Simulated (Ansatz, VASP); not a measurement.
Two plane-wave programs on Na2H

INCAR

```
SYSTEM = Na2H
ALGO = Normal
EDIFF = 1E-7
EDIFFG = -0.01
ENCUT = 600
GGA = PE
IBRION = 2
ISIF = 3
ISMEAR = 0
LASPH = .True.
LCHARG = .False.
LREAL = .False.
LWAVE = .False.
NELM = 100
NSW = 100
PREC = Accurate
SIGMA = 0.1
```

KPOINTS

```
k-points
0
Gamma
  10 10 14
  0 0 0
```

File POSCAR:

```
Na2H
1.0
    4.6551378983      0.0000000000      0.0000000000
    0.0000000000      4.6551378983      0.0000000000
    0.0000000000      0.0000000000      3.4916180183
Na H
2 1
Direct
    0.0000000000      0.5000000000      0.0000000000
    0.5000000000      0.0000000000      0.0000000000
    0.5000000000      0.5000000000      0.0000000000
```

Input for Ansatz:

```yaml
crystal:
  lattice:
    - [4.6551378983, 0.0, 0.0]
    - [0.0, 4.6551378983, 0.0]
    - [0.0, 0.0, 3.4916180183]
  atoms:
    - { symbol: Na, position: [0.0, 0.5, 0.0] }
    - { symbol: Na, position: [0.5, 0.0, 0.0] }
    - { symbol: H, position: [0.5, 0.5, 0.0] }
basis:
  ecutwfc: 420
kpoints:
  mp_grid: { grid: [10, 10, 14] }
hamiltonian:
  xc: pbe
scf:
  occupations: { method: gaussian, width: 0.1 }
output:
  forces: true
  stress: true
  eigenvalues: true
relax:
  adjacent_minimum: "off"
  f_tol: 0.01
  max_steps: 80
  cell: { stress_tol: 0.05 }
```

Alike in both runs: task relaxation of cell and atoms; functional PBE; k mesh 10 × 10 × 14; occupations gaussian, width 0.1 eV; no spin polarisation.

|  | VASP | Ansatz |
| --- | --- | --- |
| version | VASP 6.6.1 | Ansatz 0.2.0 |
| potentials or method | VASP PAW PBE potentials, release 64 (Na_pv, H) | scalar-relativistic, plane waves, PAW |
| plane-wave cutoff (eV) | 600 | 420 |
| valence electrons in the cell | 15 | 19 |

```tsv
	VASP	Ansatz	Ansatz less VASP
gap on the k mesh at the Fermi level, each at its own relaxed structure (eV)	none	none	-
relaxed volume (Å³/atom)	25.22	25.22	0.000
relaxed cell length with the largest relative difference (Å)	3.492	3.492	0.0000
```

A gap of «none» marks a metal or a gap that the smearing closes. The two sets of potentials don't hold the same shells in valence.

Caveats: the relaxation stopped at its first step, so nothing moved.
